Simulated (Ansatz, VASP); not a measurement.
Hf in VASP and in Ansatz

```
Hf
1.0
     0.00000    2.22000    2.22000
     2.22000    0.00000    2.22000
     2.22000    2.22000    0.00000
Hf
1
Direct
  0.00000 0.00000 0.00000
```

This isn't the form of Hf at room conditions, which is hcp.

Alike in both runs: task single point; functional PBEsol; k mesh 18 × 18 × 18; occupations gaussian, width 0.15 eV; no spin polarisation.

|  | VASP | Ansatz |
| --- | --- | --- |
| version | VASP 6.6.1 | Ansatz 0.2.0 |
| potentials or method | VASP PAW PBE potentials, release 64 (Hf_pv) | scalar-relativistic, plane waves, PAW |
| plane-wave cutoff (eV) | 520 | 420 |
| valence electrons in the cell | 10 | 26 |

```tsv
	VASP	Ansatz	Ansatz less VASP
gap on the k mesh at the Fermi level (eV)	none	none	-
pressure (GPa)	-1.9	-1.5	+0.39
```

A gap of «none» marks a metal or a gap that the smearing closes. The two sets of potentials don't hold the same shells in valence.

Caveats: the PAW data sets were made with another functional, which shifts forces and pressure a little (VASP). Spin-orbit coupling is left out, which matters for the levels of Hf.
